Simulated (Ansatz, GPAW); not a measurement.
**Sb: programs and potentials compared**

```xyz
2
Lattice="2.1542 1.2437 3.7580 -2.1542 1.2437 3.7580 0.0000 -2.4875 3.7580" Properties=species:S:1:pos:R:3 pbc="T T T"
Sb    0.0000    0.0000    8.6416
Sb    0.0000    0.0000    2.6324
```

Alike in all runs: task band structure; functional PBE; k mesh 8 × 8 × 8; occupations fermi-dirac, width 0.05 eV; no spin polarisation; no spin-orbit coupling. Pressure is positive in compression and, in plane waves, holds the error of the finite cutoff, which Ansatz's Pulay term estimates and takes out.

```
                                program and potentials  plane-wave cutoff (eV)                                                                      notes  pressure (GPa)  largest force (eV/Å)
            GPAW, GPAW PAW data sets (gpaw-data 1.2.1)                     600                                    15 valence electrons an atom on average            2.39                 0.142
        Ansatz, all-electron LAPW, scalar-relativistic                       -                                                                          -            2.70                 0.159
Ansatz, Ansatz PAW (files of its older set among them)                     460  21 valence electrons an atom on average; Pulay term of +0.02 GPa included            2.71                 0.161
               Ansatz, PseudoDojo standard (PBE files)                    1088  15 valence electrons an atom on average; Pulay term of +0.11 GPa included            2.64                 0.167
```

Force on atom 1 (Sb), eV/Å:

| program and potentials | x | y | z |
| --- | --- | --- | --- |
| GPAW, GPAW PAW data sets (gpaw-data 1.2.1) | 0.000 | 0.000 | -0.142 |
| Ansatz, all-electron LAPW, scalar-relativistic | 0.000 | 0.000 | -0.159 |
| Ansatz, Ansatz PAW (files of its older set among them) | 0.000 | 0.000 | -0.161 |
| Ansatz, PseudoDojo standard (PBE files) | 0.000 | 0.000 | -0.167 |

The pressure spans 2.39 (GPAW, GPAW PAW data sets (gpaw-data 1.2.1)) to 2.71 GPa (Ansatz, Ansatz PAW (files of its older set among them)), with all-electron results at 2.70.

Differences between rows come from potentials, basis sets and numerical settings, since the functional is the same but for its coding. Runs on potential files found faulty are left out.
